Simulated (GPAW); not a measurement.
# Ni (Im-3m) in GPAW: equation of state

Aim: energy against volume of Ni in PBEsol, for its equilibrium volume and stiffness.

All numbers are computed with GPAW 26.7.0; they aren't measurements. Logs are shortened: lines on timing, memory, paths and dates and some standing lists are left out, and cuts for length are marked. The log counts tension as positive stress, the text compression.

### Step 1. Starting point

Symmetry: Im-3m, No. 229, cubic system. The conventional cell has a = 2.767 Å, b = 2.767 Å, c = 2.767 Å, α = 90.00°, β = 90.00°, γ = 90.00°. Ni (site symmetry m-3m) is surrounded by 8 Ni at 2.40 Å.

This isn't the form of Ni at room conditions, which is fcc.

### Step 2. Equation of state, PBEsol, collinear spin, ferromagnetic start

run.py

```python
from ase import Atoms
from ase.eos import EquationOfState
from ase.io import Trajectory
from ase.units import GPa
from gpaw import GPAW, PW, setup_paths

setup_paths.insert(0, '.')

atoms = Atoms(['Ni'],
              cell=[[-1.38371547, 1.38371547, 1.38371547],
                    [1.38371547, -1.38371547, 1.38371547],
                    [1.38371547, 1.38371547, -1.38371547]],
              scaled_positions=[[0.0, 0.0, 0.0]],
              pbc=True)
atoms.set_initial_magnetic_moments([1.0])

traj = Trajectory('eos.traj', 'w')
volumes, energies = [], []
for x in [0.94, 0.96, 0.98, 1.0, 1.02, 1.04, 1.06]:
    a = atoms.copy()
    a.set_cell(atoms.cell * x**(1 / 3), scale_atoms=True)
    calc = GPAW(mode=PW(600),
                xc='PBEsol',
                kpts={'size': (13, 13, 13), 'gamma': True},
                occupations={'name': 'fermi-dirac', 'width': 0.05},
                nbands=17,
                convergence={'density': 1e-05, 'energy': 1e-05},
                maxiter=150,
                txt=f'eos-{x:.2f}.txt')
    a.calc = calc
    energies.append(a.get_potential_energy(force_consistent=True))
    volumes.append(a.get_volume())
    p = -a.get_stress()[:3].mean() / GPa
    calc.write(f'eos-{x:.2f}.gpw')
    traj.write(a)
    print(f'{x:.2f} {volumes[-1]:10.4f} A^3 {energies[-1]:14.6f} eV {p:9.3f} GPa', flush=True)

v0, e0, B = EquationOfState(volumes, energies, eos='birchmurnaghan').fit()
print(f'V0 = {v0:.4f} A^3, E0 = {e0:.6f} eV, B0 = {B / GPa:.2f} GPa')
```

Potentials or basis: PAW data sets generated in the run's folder for this functional, pw.

Command:

```sh
> gpaw-setup -f PBEsol Ni
> OMP_NUM_THREADS=1 python run.py
```

Standard output:

```text
__  _  _
 | _ |_)|_||  |
 |__||  | ||/\| - 26.7.0

Input parameters:
  mode=PW(ecut=600.0),
  convergence={'density': 1e-05, 'energy': 1e-05},
  kpts=MonkhorstPack(size=(13, 13, 13), gamma=True),
  maxiter=150,
  nbands=17,
  occupations=Occupations(name='fermi-dirac', width=0.05),
  xc=XC(name='PBEsol')

Diagonalizing LCAO Hamiltonian
Converting LCAO to pw mode

       Ni

Atoms  # Å, Bohr magnetons
|   | symbol |        x |        y |        z |    initial magnetic moments |
|---|--------|----------|----------|----------|-----------------------------|
| 0 |     Ni | 0.000000 | 0.000000 | 0.000000 | ( 0.0000,  0.0000,  1.0000) |

Unit cell  # Å
| periodic |         x |         y |         z |  lengths |     angles |
|----------|-----------|-----------|-----------|----------|------------|
|      yes | -1.355468 |  1.355468 |  1.355468 | 2.347740 | 109.471221 |
|      yes |  1.355468 | -1.355468 |  1.355468 | 2.347740 | 109.471221 |
|      yes |  1.355468 |  1.355468 | -1.355468 | 2.347740 | 109.471221 |

Number of symmetries: 48
Symmetry operations  # r_c * U_cc + t_c -> r_c
|    | kind |            matrix            |
|----|------|------------------------------|
|  0 |  σ   |  1, 1, 1,  0, 0,-1,  0,-1, 0 |
|  1 |  C4  |  1, 1, 1,  0, 0,-1, -1, 0, 0 |
|  2 |  C2  |  1, 1, 1,  0,-1, 0,  0, 0,-1 |
|  3 |  S6  |  1, 1, 1,  0,-1, 0, -1, 0, 0 |
|  4 |  S6  |  1, 1, 1, -1, 0, 0,  0, 0,-1 |
|  5 |  C4  |  1, 1, 1, -1, 0, 0,  0,-1, 0 |
|  6 |  E   |  1, 0, 0,  0, 1, 0,  0, 0, 1 |
|  7 |  σ   |  1, 0, 0,  0, 1, 0, -1,-1,-1 |
|  8 |  σ   |  1, 0, 0,  0, 0, 1,  0, 1, 0 |
|  9 |  C3  |  1, 0, 0,  0, 0, 1, -1,-1,-1 |
| 10 |  C3  |  1, 0, 0, -1,-1,-1,  0, 1, 0 |
| 11 |  σ   |  1, 0, 0, -1,-1,-1,  0, 0, 1 |
| 12 |  σ   |  0, 1, 0,  1, 0, 0,  0, 0, 1 |
| 13 |  C2  |  0, 1, 0,  1, 0, 0, -1,-1,-1 |
| 14 |  C3  |  0, 1, 0,  0, 0, 1,  1, 0, 0 |
| 15 |  S4  |  0, 1, 0,  0, 0, 1, -1,-1,-1 |
| 16 |  S4  |  0, 1, 0, -1,-1,-1,  1, 0, 0 |
| 17 |  C3  |  0, 1, 0, -1,-1,-1,  0, 0, 1 |
| 18 |  C3  |  0, 0, 1,  1, 0, 0,  0, 1, 0 |
| 19 |  S4  |  0, 0, 1,  1, 0, 0, -1,-1,-1 |
| 20 |  σ   |  0, 0, 1,  0, 1, 0,  1, 0, 0 |
| 21 |  C3  |  0, 0, 1,  0, 1, 0, -1,-1,-1 |
| 22 |  C2  |  0, 0, 1, -1,-1,-1,  1, 0, 0 |
| 23 |  S4  |  0, 0, 1, -1,-1,-1,  0, 1, 0 |
| 24 |  C4  |  0, 0,-1,  1, 1, 1,  0,-1, 0 |
| 25 |  σ   |  0, 0,-1,  1, 1, 1, -1, 0, 0 |
| 26 |  S6  |  0, 0,-1,  0,-1, 0,  1, 1, 1 |
| 27 |  C2  |  0, 0,-1,  0,-1, 0, -1, 0, 0 |
| 28 |  C4  |  0, 0,-1, -1, 0, 0,  1, 1, 1 |
| 29 |  S6  |  0, 0,-1, -1, 0, 0,  0,-1, 0 |
| 30 |  S6  |  0,-1, 0,  1, 1, 1,  0, 0,-1 |
| 31 |  C4  |  0,-1, 0,  1, 1, 1, -1, 0, 0 |
| 32 |  C4  |  0,-1, 0,  0, 0,-1,  1, 1, 1 |
| 33 |  S6  |  0,-1, 0,  0, 0,-1, -1, 0, 0 |
| 34 |  σ   |  0,-1, 0, -1, 0, 0,  1, 1, 1 |
| 35 |  C2  |  0,-1, 0, -1, 0, 0,  0, 0,-1 |
| 36 |  C2  | -1, 0, 0,  1, 1, 1,  0, 0,-1 |
| 37 |  S6  | -1, 0, 0,  1, 1, 1,  0,-1, 0 |
| 38 |  S6  | -1, 0, 0,  0, 0,-1,  1, 1, 1 |
| 39 |  C2  | -1, 0, 0,  0, 0,-1,  0,-1, 0 |
[... 71 lines left out ...]
    |------|--------|-------------|----------|
    |   4s |  2.000 |      -5.661 |    1.164 |
    |   3p |  6.000 |     -71.261 |    1.207 |
    |   4p |  0.000 |      -1.193 |    1.207 |
    |   3d |  8.000 |      -8.901 |    1.138 |
    |    s |        |      21.550 |    1.164 |
    |    d |        |      18.310 |    1.138 |

    Using partial waves for Ni as LCAO basis

Reference energy: -41332.588830  # eV

eigensolver:
  PPCG
  Converge bands: occupied
  niter=2

density mixing:
  MSR1-Mixer
  Pratt-step length: 0.05
  Maximum mixing coefficient: 0.75
  Old densities: 10
  SVD Regularization: 0.005
  Good broyden scale: 1.0
  Trust region scale: 1.0
  Backstep threshold: 4.0
  History deletion threshold: 6.0
  Fourier metric: weight=20.0, sigma=0.015

occupation numbers:
  Fermi-Dirac:
    width: 0.0500  # eV

poisson solver:
  ecut: 4800.0  # eV

xc functional:
  name: PBEsol with 2 nearest neighbor stencil

convergence criteria:
- Maximum integral of absolute [dens]ity change: 1e-05 electrons / valence electron
- Maximum [total energy] change in last 3 cyles: 1e-05 eV / valence electron
- Maximum integral of absolute [eigenst]ate change: 4e-08 eV^2 / valence electron
maximum number of iterations: 150

SCF iterations
|iter     | |      energy | eigst |  dens |  magmom |
|---------|-|-------------|-------|-------|---------|
|iter:   1| |   -7.653950 | +0.02 |       |  +1.0008|
|iter:   2| |   -7.666701 | -3.09 | -1.49 |  +0.9836|
|iter:   3| |   -7.791075 | -2.53 | -1.51 |  +0.7331|
|iter:   4| |   -7.803746 | -2.82 | -1.89 |  +0.5483|
|iter:   5| |   -7.802473 | -4.11 | -2.10 |  +0.5735|
|iter:   6| |   -7.802943 | -5.77 | -2.55 |  +0.5448|
|iter:   7| |   -7.803510 | -4.53 | -2.56 |  +0.5131|
|iter:   8| |   -7.803491 | -6.23 | -3.10 |  +0.4943|
|iter:   9| |   -7.803430c| -6.15 | -3.18 |  +0.4741|
|iter:  10| |   -7.803410c| -7.14 | -3.73 |  +0.4644|
[... 56 further cycles ...]
|iter:  67| |   -7.804143 | -5.40 | -3.95 |  +0.3162|
|iter:  68| |   -7.803810 | -6.17 | -3.97 |  +0.3534|
|iter:  69| |   -7.803753 | -7.63c| -3.76 |  +0.3599|
|iter:  70| |   -7.803926 | -6.72 | -3.75 |  +0.3400|
|iter:  71| |   -7.804339 | -5.93 | -3.80 |  +0.2919|
|iter:  72| |   -7.804342 | -8.22c| -4.28 |  +0.2915|
|iter:  73| |   -7.804431c| -7.03 | -4.49 |  +0.2781|
|iter:  74| |   -7.804353c| -7.18 | -4.09 |  +0.2898|
|iter:  75| |   -7.804373c| -8.13c| -4.87 |  +0.2868|
|iter:  76| |   -7.804360c| -8.83c| -5.25c|  +0.2886|

Converged in 76 steps
Energy contributions relative to reference atoms: (reference = -41332.588830)

Energy contributions:
  Kinetic:           8.702682
  Coulomb:          -5.979286
  Zero:              0.058988
  External:          0.000000
  Xc:              -10.579814
  Entropy:          -0.013861
  Spinorbit:         0.000000
  ----------------------------
  Free energy:      -7.811291
  Extrapolated:     -7.804360

dipole moment: (-2.785803, -2.785803, -2.785803)  # |e|*Ang

Total magnetic moment: (0.000000, 0.000000, 0.288564)

Local magnetic moments
|        x |        y |        z |
|----------|----------|----------|
| 0.000000 | 0.000000 | 0.299776 |  # Ni   0

Fermi level: 9.393
Eigenvalues  # (at kpt = [0.000, 0.000, 0.000])
| band index |      eig [eV] | occ [0-1] |      eig [eV] | occ [0-1] |
|------------|---------------|-----------|---------------|-----------|
|          0 |       -54.035 |     1.000 |       -53.668 |     1.000 |
|          1 |       -54.035 |     1.000 |       -53.668 |     1.000 |
|          2 |       -54.035 |     1.000 |       -53.668 |     1.000 |
|          3 |        -0.283 |     1.000 |        -0.279 |     1.000 |
|          4 |         7.012 |     1.000 |         7.366 |     1.000 |
|          5 |         7.012 |     1.000 |         7.366 |     1.000 |
[... 9 lines left out ...]
|         15 |        43.295 |     0.000 |        43.381 |     0.000 |
|         16 |        43.295 |     0.000 |        43.381 |     0.000 |

No gap
No difference between direct/indirect transitions

Stress tensor  # eV/Ang^3
|         x |         y |         z |
|-----------|-----------|-----------|
| -0.095526 |  0.000000 | -0.000000 |
|  0.000000 | -0.095526 |  0.000000 |
| -0.000000 |  0.000000 | -0.095526 |

# Writing to eos-0.94.gpw (mode='')
```

eos-0.96.txt:

```text
SCF iterations
|iter     | |      energy | eigst |  dens |  magmom |
|---------|-|-------------|-------|-------|---------|
|iter:   1| |   -7.679025 | +0.02 |       |  +1.0008|
|iter:   2| |   -7.691008 | -3.04 | -1.49 |  +0.9836|
|iter:   3| |   -7.815087 | -2.43 | -1.51 |  +0.7298|
[... 53 lines left out ...]
|         15 |        42.397 |     0.000 |        42.566 |     0.000 |
|         16 |        42.397 |     0.000 |        42.566 |     0.000 |

No gap
No difference between direct/indirect transitions

Stress tensor  # eV/Ang^3
|         x |         y |         z |
|-----------|-----------|-----------|
| -0.065960 | -0.000000 | -0.000000 |
| -0.000000 | -0.065960 | -0.000000 |
| -0.000000 | -0.000000 | -0.065960 |

# Writing to eos-0.96.gpw (mode='')
```

It took 4.1 min on 1 thread of Arm Neoverse V2, shared host; peak memory 0.22 GiB.

Results:

```
Equilibrium volume                      : 10.63 Å³/atom
Bulk modulus                            : 222 GPa
Pressure derivative of the bulk modulus : 4.1 (rough: it moves with the points fitted)
```

Energy against volume, from the lowest point:
```csv
volume (Å³/atom),energy (meV/atom)
9.962,31.96
10.174,14.36
10.385,3.85
10.597,0.00
10.809,2.13
11.021,9.61
11.233,21.85
```

Caveat: the stock nickel data set gives pressures a few GPa off other programs.
